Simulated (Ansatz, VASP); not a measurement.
TaN in VASP and in Ansatz

File INCAR:

```
SYSTEM = TaN
PREC = Accurate
ENCUT = 520
EDIFF = 1E-6
ISMEAR = -1
SIGMA = 0.05
LREAL = .FALSE.
LASPH = .TRUE.
NELM = 100
ALGO = Normal
ISIF = 2
LWAVE = .FALSE.
LCHARG = .FALSE.
GGA = PE
NBANDS = 15
```

KPOINTS

```
Automatic mesh
0
G
  10 10 10
  0 0 0
```

Contents of POSCAR:

```
TaN
1.0
    2.7139695020      0.0000000000      0.0000000000
    0.0000000000      2.7139695020      0.0000000000
    0.0000000000      0.0000000000      2.7139695020
Ta N
1 1
Direct
    0.0000000000      0.0000000000      0.0000000000
    0.5000000000      0.5000000000      0.5000000000
```

Contents of input.yaml:

```yaml
crystal:
  lattice:
    - [2.713969502, 0.0, 0.0]
    - [0.0, 2.713969502, 0.0]
    - [0.0, 0.0, 2.713969502]
  atoms:
    - { symbol: Ta, position: [0.0, 0.0, 0.0] }
    - { symbol: "N", position: [0.5, 0.5, 0.5] }
hamiltonian:
  xc: pbe
  pseudopotentials: { kind: paw, azcp: { folder: soft_1 } }
kpoints:
  mp_grid: { grid: [10, 10, 10] }
scf:
  occupations: { method: fermi_dirac, width: 0.05 }
output:
  forces: true
  stress: true
  eigenvalues: true
```

The cell comes from a database or a generator and needn't be the stable form of this composition.

Alike in both runs: task single point; functional PBE; k mesh 10 × 10 × 10; occupations fermi-dirac, width 0.05 eV; no spin polarisation.

|  | VASP | Ansatz |
| --- | --- | --- |
| version | VASP 6.6.1 | Ansatz 0.2.0 |
| potentials or method | VASP PAW PBE potentials, release 64 (Ta_pv, N) | Ansatz PAW soft_1 |
| plane-wave cutoff (eV) | 520 | 420 |
| valence electrons in the cell | 16 | 18 |

|  | VASP | Ansatz | Ansatz less VASP |
| --- | --- | --- | --- |
| gap on the k mesh at the Fermi level (eV) | none | none | - |
| pressure (GPa) | 14.1 | 13.0 | -1.08 |

A gap of «none» marks a metal or a gap that the smearing closes. The two sets of potentials don't hold the same shells in valence.

Spin-orbit coupling is left out, which matters for the levels of Ta.
